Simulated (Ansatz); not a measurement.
# W2COS MXene bilayer (AB) in a perpendicular field, part 2 of 3

Aim: how the W2COS MXene bilayer (AB) screens a field along its normal, and what the field does to its bands. A positive field points along +c.

Ansatz 0.2.0; plane-wave DFT, r2SCAN-D4, Ansatz PAW.

So far. Step 2 (Relaxation): The lattice constant a goes from 3.125 to 3.166 Å.

## (3) Atoms held, field 0

A sawtooth potential applies the field, turning back in the middle of the vacuum. With the dipole correction the typed value is the field outside the slab. The induced dipole is small, so the SCF threshold is tight.

The cell differs from the one that the last finished run ended in (c 58.184 → 31.056 Å).

The input, input.yaml:

```yaml
crystal:
  lattice:
    - [3.1657545209, 0.0, 0.0]
    - [-1.5828772605, 2.7416238373, 0.0]
    - [0.0, 0.0, 31.056012677]
  atoms:
    - { symbol: S, position: [0.3333333333, 0.6666666667, 0.2897989543] }
    - { symbol: W, position: [0.6666666667, 0.3333333333, 0.3424869222] }
    - { symbol: C, position: [0.0, 0.0, 0.378236787] }
    - { symbol: W, position: [0.3333333333, 0.6666666667, 0.4121701716] }
    - { symbol: O, position: [0.6666666667, 0.3333333333, 0.4475363254] }
    - { symbol: S, position: [0.6666666667, 0.3333333333, 0.5524615986] }
    - { symbol: W, position: [0.0, 0.0, 0.6051018536] }
    - { symbol: C, position: [0.3333333333, 0.6666666667, 0.6409457801] }
    - { symbol: W, position: [0.6666666667, 0.3333333333, 0.6750297488] }
    - { symbol: O, position: [0.0, 0.0, 0.7102010457] }
kpoints:
  mp_grid: { grid: [18, 18, 1] }
  band_path:
    path: [[0, 0, 0], [0.5, 0, 0], [0.33333333, 0.33333333, 0], [0, 0, 0]]
    npoints: 16
hamiltonian:
  xc: r2scan
  dispersion: d4
scf:
  occupations: { method: fermi_dirac, width: 0.02585 }
  convergence: { dr2_threshold: 1.0e-10 }
efield:
  axis: 3
  dipole_correction: true
  ramp_position: 0.97
  ramp_width: 0.06
  amplitude: 0
output:
  dos: { projected: true, e_range: [-6, 5] }
  bader: true
  write_potential: true
  write_density: true
  volumetric_format: npy
  elf: true
```

On the command line:

```console
$ ansatz run input.yaml --threads 4 --pin off --max-ram 6144MiB --backend cpu --events-out ev --progress --plain --runs-dir out
```

Numbers of over 12 decimals in the logs are rounded to 6 here.

The program printed:

```text
[...]
Crystal: 10 atoms, lattice volume = 269.545 Å³
Basis set: ecut = 500 eV, 6785 PW (Γ), exchange–correlation on 96×96×960 points (64 copies of the dense FFT grid, shifted against one another)
Bands: 54, of which v1, the nominal top of the filled ones, is band 44 counted from 1 (43 counted from 0)
Symmetry: 6 space group operations
[...]
k-points: 37 of 324 (time reversal used)
[...]
SCF iter   1: F=—  HF=-45043.013072 eV  |F-HF|=—  |Δ(HF+E_count)|=         —  Δρ=1.05e-2  dr2=7.05e-1  dr2_τ=6.95e-1  ethr=1.77e-3  p=-0.023 e·Å  D=-1.51e-2 V/Å  ΔV_dip=0.47 eV  dr2_dipole=1.74e-1  V_vac-E_F(+/−)=5.75/5.28 eV  ⟨swp⟩=9.5  Hψ=10776  notcnv=0  defer=5
efield: sawtooth ramp at fractional position 0.9700 (set: `efield.ramp_position`, or a place that a band, a saddle search or an elastic batch's reference lends), width 0.0600; the density the first Hamiltonian is built on has a dipole p = -0.023 e·Å; the dipole correction subtracts the counter field D = -1.51e-2 V/Å, which shifts the + side's vacuum level by +0.47 eV against the − side's; the planar-averaged density in the ramp window peaks in size at 1.5e-5 e/Å³
[...]
SCF iter   2: F=—  HF=-45043.219889 eV  |F-HF|=—  |Δ(HF+E_count)|=   2.07e-1  Δρ=5.87e-3  dr2=1.05e-1  dr2_τ=2.39e-2  ethr=8.01e-4  p=-0.031 e·Å  D=-2.08e-2 V/Å  ΔV_dip=0.64 eV  dr2_dipole=1.73e-4  V_vac-E_F(+/−)=5.79/5.15 eV  ⟨swp⟩=2.7  Hψ=3722  notcnv=0  defer=88
[...]
SCF iter  12: F=-45043.209363 eV  HF=-45043.209363 eV  |F-HF|=2.91e-10  |Δ(HF+E_count)|=  6.98e-10  Δρ=2.80e-8  dr2=8.85e-12  dr2_τ=9.46e-13  ethr=1.00e-12  p=-0.038 e·Å  D=-2.56e-2 V/Å  ΔV_dip=0.80 eV  dr2_dipole=5.91e-13  V_vac-E_F(+/−)=5.88/5.08 eV  ⟨swp⟩=11.6  Hψ=5996  notcnv=0
SCF 1 converged in 12 iterations: F = -45043.209363 eV  dr2 = 8.85e-12
[...]
NSCF: frozen V_eff on 49 k-points
efield: sawtooth ramp at fractional position 0.9700 (kept from the solve that this one continues, or follows in the run), width 0.0600; the density the first Hamiltonian is built on has a dipole p = -0.038 e·Å; the dipole correction subtracts the counter field D = -2.56e-2 V/Å, which shifts the + side's vacuum level by +0.80 eV against the − side's; the planar-averaged density in the ramp window peaks in size at 6.2e-7 e/Å³
[...]
SCF converged after 12 iterations
Free energy (F): -45043.209363 eV
[...]
Internal energy: -45043.201864 eV  (E = F + TS)
E sigma→0 (E₀):  -45043.205614 eV
Entropy (-TS):   -0.007499 eV (-0.750 meV/atom)
Fermi energy:    4.592278 eV
Dipole field:    D = -0.025625 V/Å  (p = -0.038170 e·Å, saw-weighted, corrected)
Work function:   Φ+ = 5.8764 eV   Φ− = 5.0806 eV
Levels:          The Fermi level and band energies are counted from a zero that moves with the ramp; work functions are not
[...]
--- Band table (eV; the first three rows and the last of 37) ---
  k-point 0: bands = [... 40 lower, 3.1623, 3.1623, 3.2038, 3.2038, 3.4838, 3.5854, 5.3403, 5.3403, ... 6 higher]
  k-point 1: bands = [... 40 lower, 2.8908, 2.9435, 3.2699, 3.3134, 3.7505, 3.8289, 5.3788, 5.3884, ... 6 higher]
  k-point 2: bands = [... 40 lower, 2.5171, 2.5746, 3.4653, 3.5107, 4.0699, 4.1513, 5.4531, 5.4609, ... 6 higher]
  k-point 36: bands = [... 40 lower, 3.6553, 3.7056, 3.8946, 3.9288, 4.2677, 4.3014, 6.1467, 6.1669, ... 6 higher]
--- Bader charges: 10 sites ---
  site symbol  charge [e]  shift [e]
     0      S     -0.7711     0.0018
     1      W      1.6301     0.0037
     2      C     -1.7501     0.0036
     3      W      2.0486     0.0023
     4      O     -1.1825     0.0006
     5      S     -0.7484     0.0018
     6      W      1.6334     0.0037
     7      C     -1.7534     0.0036
     8      W      2.0628     0.0023
     9      O     -1.1694     0.0006
  estimated error of the sums over rays = 8.7e-4 e
```

It took 73 s on 4 threads of Intel Xeon Platinum 8488C (Sapphire Rapids), shared host; peak memory 1.6 GiB.

In the SCF lines HF is the Harris–Foulkes energy and dr2 the Hartree energy of the density residual, in eV; the loop may stop once dr2 is under the threshold and the program's other checks hold. Hψ counts applications of the Hamiltonian.

This step gave:

```
energy at zero smearing        : -45043.2056 eV
work function, upper face      : 5.876 eV
work function, lower face      : 5.081 eV
dipole along the normal        : -0.03817 e·Å
step between the vacuum levels : 0.7958 eV
```

Running mean over a fixed 2.7 Å (it still follows the layers) of the planar mean; the ramp of the sawtooth is left out. The electron's electrostatic potential energy less the Fermi level by z:

```
z (Å)  electron's electrostatic potential energy less the Fermi level (eV)
    4                                                                 5.08
    5                                                                 5.08
    6                                                                 5.05
    7                                                                 4.30
    8                                                               -0.154
    9                                                                -5.57
   10                                                                -12.0
   11                                                                -14.0
   12                                                                -15.7
   13                                                                -12.8
   14                                                                -5.77
   15                                                                 1.57
   16                                                                0.705
   17                                                                -4.33
   18                                                                -11.5
   19                                                                -13.5
   20                                                                -15.9
   21                                                                -13.5
   22                                                                -7.08
   23                                                                 1.35
   24                                                                 5.57
   25                                                                 5.87
   26                                                                 5.88
   27                                                                 5.88
```

The density of states has structure finer than the step of the table below, so its rows give means over 0.25 eV, whole bins alone (the curve runs from -6 to 1.88 eV). Peaks (eV: height): -5.810: 16.3, -5.170: 14.4, -4.980: 16.0, -3.520: 13.9, -2.250: 5.65, 0.670: 13.5, 1.580: 29.2.

Table of density of states by energy, zero at the Fermi level; means over each step:

| energy (eV) | density of states (states/eV a cell) |
| --- | --- |
| -5.75 | 7.75 |
| -5.50 | 3.76 |
| -5.25 | 11.4 |
| -5.00 | 11.5 |
| -4.75 | 5.95 |
| -4.50 | 5.28 |
| -4.25 | 3.84 |
| -4.00 | 3.18 |
| -3.75 | 4.89 |
| -3.50 | 7.66 |
| -3.25 | 6.62 |
| -3.00 | 4.62 |
| -2.75 | 3.66 |
| -2.50 | 3.50 |
| -2.25 | 3.83 |
| -2.00 | 2.68 |
| -1.75 | 1.97 |
| -1.50 | 1.67 |
| -1.25 | 3.95 |
| -1.00 | 3.26 |
| -0.75 | 3.00 |
| -0.50 | 2.77 |
| -0.25 | 2.63 |
| 0.00 | 3.11 |
| 0.25 | 3.58 |
| 0.50 | 3.86 |
| 0.75 | 7.80 |
| 1.00 | 3.48 |
| 1.25 | 3.28 |
| 1.50 | 11.3 |
| 1.75 | 10.2 |

Projected DOS per atom over height of the atomic layer and energy from the Fermi level. Layers: S W C W O S W C W O from below.

Values in states/eV, 22 rows by 10 columns, each cell a mean:
```
0.58 2.86 0.34 2.43 0.43 0.53 2.82 0.35 2.36 0.40
0.10 0.87 0.23 1.15 0.15 0.06 0.65 0.21 1.01 0.14
0.06 0.65 0.09 0.91 0.07 0.06 0.67 0.09 0.95 0.08
0.14 0.89 0.21 1.82 0.12 0.15 0.90 0.21 1.82 0.13
0.14 0.56 0.11 0.81 0.10 0.14 0.56 0.11 0.81 0.10
0.14 0.51 0.10 0.61 0.11 0.14 0.51 0.10 0.60 0.11
0.15 0.41 0.08 0.50 0.11 0.16 0.43 0.09 0.52 0.12
0.23 0.46 0.10 0.51 0.15 0.24 0.45 0.11 0.50 0.16
0.51 0.40 0.17 0.61 0.25 0.53 0.39 0.17 0.60 0.26
0.22 0.19 0.08 0.27 0.12 0.20 0.18 0.07 0.24 0.12
0.27 0.28 0.09 0.27 0.18 0.29 0.30 0.10 0.27 0.19
0.41 0.51 0.12 0.40 0.30 0.46 0.51 0.12 0.38 0.29
0.58 0.39 0.14 0.23 0.34 0.73 0.42 0.17 0.25 0.37
0.76 0.54 0.13 0.30 0.34 0.75 0.55 0.13 0.30 0.32
1.30 0.69 0.24 0.28 0.57 1.45 0.74 0.28 0.26 0.70
1.65 0.56 0.32 0.18 0.65 1.32 0.46 0.28 0.14 0.58
0.59 0.29 0.16 0.13 0.44 0.56 0.30 0.15 0.13 0.43
0.70 0.54 0.20 0.28 0.64 0.68 0.59 0.21 0.29 0.68
0.76 0.66 0.25 0.32 0.90 0.75 0.67 0.26 0.34 0.99
0.91 0.95 0.46 0.71 2.73 0.88 0.95 0.51 0.88 3.29
0.42 0.45 0.30 0.49 1.43 0.42 0.37 0.22 0.31 0.73
1.07 0.83 0.47 0.46 0.67 1.09 0.84 0.45 0.46 0.65
```
Columns: height of the atomic layer (Å) from 9 to 22.1 (not evenly spaced); rows upwards: energy from the Fermi level (eV) from -5.96 to 1.87.

The electronic bands at the labelled points (eV, zero at the Fermi level):

| point | band 41 | band 42 | band 43 | band 44 | band 45 | band 46 | band 47 | band 48 |
| --- | --- | --- | --- | --- | --- | --- | --- | --- |
| Γ | -1.43 | -1.43 | -1.39 | -1.39 | -1.11 | -1.01 | 0.75 | 0.75 |
| halfway | -2.88 | -2.73 | -0.71 | -0.67 | 0.14 | 0.25 | 1.02 | 1.07 |
| M | -2.69 | -2.66 | 0.40 | 0.42 | 0.66 | 0.68 | 1.58 | 1.59 |
| halfway | -1.93 | -1.83 | -0.01 | 0.03 | 0.31 | 0.34 | 1.59 | 1.61 |
| K | -0.94 | -0.89 | -0.70 | -0.66 | -0.32 | -0.29 | 1.55 | 1.57 |
| halfway | -1.98 | -1.92 | -1.45 | -1.36 | 0.75 | 0.79 | 1.43 | 1.46 |
| Γ | -1.43 | -1.43 | -1.39 | -1.39 | -1.11 | -1.01 | 0.75 | 0.75 |

Valence density in the ca plane at fractional y = 0.333, with atoms of W and O and S within 0.2 Å of it. It is the smooth field of the valence electrons, not physical close to the nuclei.

Values in e/Å³, 5 rows by 16 columns, each cell a mean:
```
0.0 0.0 0.0 0.2 0.6 2.7 0.7 0.3 1.5 0.5 0.1 0.7 0.8 0.3 0.4 2.4
0.0 0.0 0.0 0.1 1.1 4.8 1.3 0.3 4.4 1.6 0.1 0.8 0.8 0.3 0.5 4.3
0.0 0.0 0.0 0.2 0.6 2.8 0.7 0.3 1.6 0.5 0.1 0.7 0.8 0.3 0.4 2.5
0.0 0.0 0.0 0.4 0.4 0.4 0.6 0.7 0.3 0.1 0.0 0.2 0.3 0.6 0.6 0.4
0.0 0.0 0.0 0.4 0.4 0.4 0.6 0.7 0.3 0.1 0.0 0.2 0.3 0.7 0.6 0.4
```
Columns run along c (16.0 Å, from fractional 0.17 to 0.69 of the cell), rows up along a (3.2 Å). Atoms in or near the plane, at fractional coordinates: W at (0.34, 0.67), O at (0.45, 0.67), S at (0.55, 0.67), W at (0.68, 0.67).

ELF in the ca plane at fractional y = 0.333, with atoms of W and O and S within 0.2 Å of it. It is the smooth field of the valence electrons, not physical close to the nuclei.

Ten even steps from '0' (0.00) to '9' (0.93), each cell a mean:
```
01345533553243114787400589888621233245422210
00011226656322137779711799547742222565741000
00001127316421147559721798105742222641661000
00012225666322137888610699657742232466741000
12456642443343113676400489888521244334312210
35788763223553221121000124554222245531135531
46888874235653332000000000121123236642256642
25778763123553221232100135665222245421135431
```
Columns run along c (16.0 Å, from fractional 0.24 to 0.76 of the cell), rows up along a (3.2 Å). Atoms in or near the plane, at fractional coordinates: W at (0.34, 0.67), O at (0.45, 0.67), S at (0.55, 0.67), W at (0.68, 0.67).

Electrostatic potential energy in the ca plane at fractional y = 0.333, with atoms of W and O and S within 0.2 Å of it. With pseudopotentials it is smooth inside the atoms' cores, unlike the true potential.

Values in eV, 5 rows by 16 columns, each cell a mean:
```
-10   7   8 -15 -10   0  -3 -33 -12   8  10  10  10  10  10  10
-36  -1   7 -25 -21   4  -8 -43 -24   7  10  10  10  10  10  10
-11   7   8 -15 -11   1  -3 -33 -12   8  10  10  10  10  10  10
  1   9   9   6   1 -11  -2  -2   3   9  10  10  10  10  10  10
  1   9   9   6   1 -12  -2  -1   3   9  10  10  10  10  10  10
```
Columns run along c (16.0 Å, from fractional 0.44 to 0.95 of the cell; values clipped at the 3rd and 97th percentile), rows up along a (3.2 Å). Atoms in or near the plane, at fractional coordinates: O at (0.45, 0.67), S at (0.55, 0.67), W at (0.68, 0.67).

The work function of the upper face is 5.88 eV.

## (4) Atoms held, field 0.1 V/Å

input.yaml: that of step 3 with these lines changed.

```diff
@@ -30,8 +30,6 @@
   dipole_correction: true
-  ramp_position: 0.97
-  ramp_width: 0.06
-  amplitude: 0
+  ramp_position: 0.9472
+  ramp_width: 0.0931
+  amplitude: 0.1
 output:
-  dos: { projected: true, e_range: [-6, 5] }
-  bader: true
   write_potential: true
@@ -39,2 +37 @@
   volumetric_format: npy
-  elf: true
```

The program printed:

```text
[...]
Crystal: 10 atoms, lattice volume = 269.545 Å³
Basis set: ecut = 500 eV, 6785 PW (Γ), exchange–correlation on 96×96×960 points (64 copies of the dense FFT grid, shifted against one another)
Bands: 54, of which v1, the nominal top of the filled ones, is band 44 counted from 1 (43 counted from 0)
Symmetry: 6 space group operations
[...]
k-point 0: bands = [... 40 lower, 3.1588, 3.1588, 3.2094, 3.2094, 3.4858, 3.5888, 5.3446, 5.3446, ... 6 higher]
  k-point 1: bands = [... 40 lower, 2.8884, 2.9481, 3.2667, 3.3191, 3.7519, 3.8325, 5.3829, 5.3885, ... 6 higher]
  k-point 2: bands = [... 40 lower, 2.5140, 2.5793, 3.4627, 3.5164, 4.0708, 4.1551, 5.4542, 5.4640, ... 6 higher]
  k-point 36: bands = [... 40 lower, 3.6534, 3.7112, 3.8922, 3.9338, 4.2674, 4.3073, 6.1441, 6.1716, ... 6 higher]
[key lines of the parts left out:]
SCF converged after 12 iterations
Free energy (F): -45043.209013 eV
Fermi energy:    4.594087 eV
Dipole field:    D = 0.020922 V/Å  (p = 0.031166 e·Å, saw-weighted, corrected)
```

The job ended after 51 s (4 threads; peak memory 1.6 GiB; 3.3 min of CPU time).

The dipole is 0.0312 e·Å, 0.0693 e·Å from its value without field.

## (5) Atoms held, field -0.1 V/Å

input.yaml: that of step 4 with these lines changed.

```diff
@@ -32,3 +32,3 @@
   ramp_width: 0.0931
-  amplitude: 0.1
+  amplitude: -0.1
 output:
```

The program printed:

```text
[...]
Crystal: 10 atoms, lattice volume = 269.545 Å³
Basis set: ecut = 500 eV, 6785 PW (Γ), exchange–correlation on 96×96×960 points (64 copies of the dense FFT grid, shifted against one another)
Bands: 54, of which v1, the nominal top of the filled ones, is band 44 counted from 1 (43 counted from 0)
Symmetry: 6 space group operations
[...]
k-point 0: bands = [... 40 lower, 3.1752, 3.1752, 3.2080, 3.2080, 3.4910, 3.5918, 5.3454, 5.3454, ... 6 higher]
  k-point 1: bands = [... 40 lower, 2.9024, 2.9487, 3.2825, 3.3174, 3.7583, 3.8352, 5.3840, 5.3982, ... 6 higher]
  k-point 2: bands = [... 40 lower, 2.5298, 2.5795, 3.4773, 3.5145, 4.0782, 4.1575, 5.4595, 5.4694, ... 6 higher]
  k-point 36: bands = [... 40 lower, 3.6668, 3.7095, 3.9065, 3.9332, 4.2776, 4.3050, 6.1589, 6.1715, ... 6 higher]
[key lines of the parts left out:]
SCF converged after 12 iterations
Free energy (F): -45043.216646 eV
Fermi energy:    4.599941 eV
Dipole field:    D = -0.072151 V/Å  (p = -0.107477 e·Å, saw-weighted, corrected)
```

Elapsed: 53 s, on 4 threads; peak memory 1.6 GiB.

The dipole is -0.107 e·Å, -0.0693 e·Å from its value without field.

## (6) Atoms held, field 0.5 V/Å

input.yaml: that of step 5 with these lines changed.

```diff
@@ -30,5 +30,5 @@
   dipole_correction: true
-  ramp_position: 0.9472
-  ramp_width: 0.0931
-  amplitude: -0.1
+  ramp_position: 0.8946
+  ramp_width: 0.1983
+  amplitude: 0.5
 output:
```

The program printed:

```text
[...]
Crystal: 10 atoms, lattice volume = 269.545 Å³
Basis set: ecut = 500 eV, 6785 PW (Γ), exchange–correlation on 96×96×960 points (64 copies of the dense FFT grid, shifted against one another)
Bands: 54, of which v1, the nominal top of the filled ones, is band 44 counted from 1 (43 counted from 0)
Symmetry: 6 space group operations
[...]
k-point 0: bands = [... 40 lower, 3.1203, 3.1203, 3.2074, 3.2074, 3.4672, 3.5806, 5.3264, 5.3264, ... 6 higher]
  k-point 1: bands = [... 40 lower, 2.8536, 2.9434, 3.2298, 3.3176, 3.7298, 3.8258, 5.3619, 5.3770, ... 6 higher]
  k-point 2: bands = [... 40 lower, 2.4780, 2.5737, 3.4283, 3.5149, 4.0468, 4.1487, 5.4279, 5.4576, ... 6 higher]
  k-point 36: bands = [... 40 lower, 3.6222, 3.7084, 3.8591, 3.9287, 4.2426, 4.3058, 6.1102, 6.1656, ... 6 higher]
[key lines of the parts left out:]
SCF converged after 15 iterations
Free energy (F): -45043.277005 eV
Fermi energy:    4.576488 eV
Dipole field:    D = 0.207384 V/Å  (p = 0.308919 e·Å, saw-weighted, corrected)
```

Wall time 52 s (4 threads); peak memory 1.6 GiB; 3.4 min of CPU time.

The dipole is 0.309 e·Å, 0.347 e·Å from its value without field.

## (7) Atoms held, field -0.3 V/Å

input.yaml: that of step 6 with these lines changed.

```diff
@@ -30,6 +30,8 @@
   dipole_correction: true
-  ramp_position: 0.8946
-  ramp_width: 0.1983
-  amplitude: 0.5
+  ramp_position: 0.9449
+  ramp_width: 0.0977
+  amplitude: -0.3
 output:
+  dos: { projected: true, e_range: [-6, 5] }
+  bader: true
   write_potential: true
@@ -37 +39,2 @@
   volumetric_format: npy
+  elf: true
```

The program printed:

```text
[...]
Crystal: 10 atoms, lattice volume = 269.545 Å³
Basis set: ecut = 500 eV, 6785 PW (Γ), exchange–correlation on 96×96×960 points (64 copies of the dense FFT grid, shifted against one another)
Bands: 54, of which v1, the nominal top of the filled ones, is band 44 counted from 1 (43 counted from 0)
Symmetry: 6 space group operations
[...]
--- Bader charges: 10 sites ---
  site symbol  charge [e]  shift [e]
     0      S     -0.7579     0.0018
     1      W      1.6319     0.0037
     2      C     -1.7506     0.0036
     3      W      2.0485     0.0023
     4      O     -1.1828     0.0006
     5      S     -0.7481     0.0018
     6      W      1.6336     0.0037
     7      C     -1.7527     0.0036
     8      W      2.0570     0.0023
     9      O     -1.1788     0.0006
  estimated error of the sums over rays = 8.6e-4 e
[key lines of the parts left out:]
SCF converged after 14 iterations
Free energy (F): -45043.251998 eV
Fermi energy:    4.603897 eV
Dipole field:    D = -0.165165 V/Å  (p = -0.246029 e·Å, saw-weighted, corrected)
```

Elapsed: 77 s, on 4 threads; peak memory 1.6 GiB; 5 min of CPU time.

The dipole is -0.246 e·Å, -0.208 e·Å from its value without field.

[end of part 2 of 3]

[Logs are printed without paths, hosts, clocks, repeated set-up lines and the standing remarks that a program may print on its own settings, such as how far it seeks lower states.]

[Hosts, paths, dates, database ids (printed as entryN), source tags and the programs' standing remarks are cut or masked in the printed files.]

[Maps of the electrostatic potential energy from Ansatz leave out the sawtooth potential of an applied field or a dipole correction, so their vacuum need not be flat; planar profiles and work functions include it.]

[The density of states shown here was stored with 400 of the rows of the run's finer table, so its peaks can read low, often by over a quarter, or be missed, and its means over a window can be off by a tenth or more.]
